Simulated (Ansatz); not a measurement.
Runs of Ansatz 0.2.0 on BaTiO3. It takes space group Pm-3m (No. 221, cubic). Conventional cell: a = 4.006 Å, b = 4.006 Å, c = 4.006 Å, α = 90.00°, β = 90.00°, γ = 90.00°. Ba (site symmetry m-3m) is surrounded by 12 O at 2.83 Å. Around Ti (site symmetry m-3m) lie 6 O at 2.00 Å. O (site symmetry 4/mmm) has 2 Ti at 2.00 Å as nearest neighbours. 

| task | level | U | cell | k mesh | cutoff (eV) | smearing | level | run kind | hubbard projectors | double counting | points for each segment of the path | gap on the mesh (eV) | pressure (GPa) | relaxed volume (Å³/atom) |
| --- | --- | --- | --- | --- | --- | --- | --- | --- | --- | --- | --- | --- | --- | --- |
| relaxation of cell and atoms | PBE | - | relaxed | 7 × 7 × 7 | 420 | fermi-dirac 0.05 eV | - | - | - | - | - | (b) | 0.0 | 12.99 |
| band structure | r2SCAN | - | as given | 6 × 6 × 6 | 500 | fixed | r2scan | scf | - | - | - | 2.15 | -1.6 | - |
| projected density of states | PBEsol+U | Ti d U = 6 eV | as given | 7 × 7 × 7 | 420 | fermi-dirac 0.05 eV | - | - | ortho-atomic (the default) | fll (the default) | - | 2.56 | -2.6 | - |
| projected density of states | PBEsol+U | Ti d U = 5 eV | as given | 7 × 7 × 7 | 420 | fermi-dirac 0.05 eV | - | - | ortho-atomic (the default) | fll (the default) | - | 2.41 | (c) | - |
| band structure | PBEsol | - | as given | 6 × 6 × 6 | 420 | fixed | pbesol | scf | - | - | - | 1.76 | -4.6 | - |
| band structure | PBEsol | - | as given | 7 × 7 × 7 | 420 | fermi-dirac 0.05 eV | - | - | - | - | 14 | 1.82 | -4.6 | - |
| projected density of states | PBEsol+U | Ti d U = 1 eV | as given | 7 × 7 × 7 | 420 | fermi-dirac 0.05 eV | - | - | ortho-atomic (the default) | fll (the default) | - | 1.92 | -4.3 | - |
| phonons | PBE | - | as given | 6 × 6 × 6 | 420 | fixed | - | - | - | - | - | 1.80 | - | - |
| relaxation of cell and atoms | r2SCAN | - | relaxed | 7 × 7 × 7 | 500 | fermi-dirac 0.05 eV | - | - | - | - | - | (a) | 0.0 | 12.74 |
| band structure | r2SCAN | - | as given | 7 × 7 × 7 | 500 | fermi-dirac 0.05 eV | - | - | - | - | 14 | 2.21 | -1.6 | - |

Alike in all rows: potentials or basis Ansatz PAW; no spin polarisation.

Problem. Fill in the values left out.

Solution. (a) 2.24; (b) 1.84; (c) -3.0.

Caveats: spin-orbit coupling is left out, which moves the levels of the heavy elements; the PAW data sets come from PBE, with cores solved anew for the run's functional, which leaves a small shift of forces and pressure (some runs); odd divisions of the mesh miss points on the zone boundary, where band edges often lie, so the gap on the mesh can be too wide (some runs); the density of states is complete only up to the lowest level of the last band computed (some runs); the plane-wave basis is chosen anew once the cell has moved, so the energies of steps on either side of that aren't comparable (some runs); the k mesh misses the band edges, so the gap on the mesh is wider than the one along the path (some runs); some modes are imaginary (some runs).

A k mesh can miss the band edges, and the runs leave out spin-orbit coupling on Ba.

Not every run made on this cell is shown here.
